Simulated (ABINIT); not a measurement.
BAs, 2 atoms in the cell. Symmetry: F-43m, No. 216, cubic system. The conventional cell has a = 4.777 Å, b = 4.777 Å, c = 4.777 Å, α = 90.00°, β = 90.00°, γ = 90.00°. As (site symmetry -43m) has 4 B at 2.07 Å as nearest neighbours. Around B (site symmetry -43m) lie 4 As at 2.07 Å. 

* Program: ABINIT 10.8.3 (patched build)
* Task: single point
* Functional: PBE0
* Potentials or basis: SG15 NC PBE v1.2
* Cutoff: 490 eV
* k mesh: 6 × 6 × 6
* Occupations: fermi-dirac, width 0.05 eV
* Spin: no spin polarisation
* Share of exact exchange: 0.5
* Most SCF steps: 60
* Thinning of the exchange mesh (fockdownsampling): 2 × 2 × 2

Potentials or basis: SG15 NC PBE v1.2.

Run with:

```bash
$ mpirun --bind-to none -np 4 abinit run.abi > log 2>&1
```

Hardware: 4 MPI ranks on Arm Neoverse V2, with other jobs on the host.

Q: Estimate the wall time of this run.

A: It took 4.4 min on 4 MPI ranks on Arm Neoverse V2, on a shared host, peak memory 0.24 GiB a rank. Counts: scf iterations 60, mpi ranks 4, k points 16, bands 8, plane waves 692.
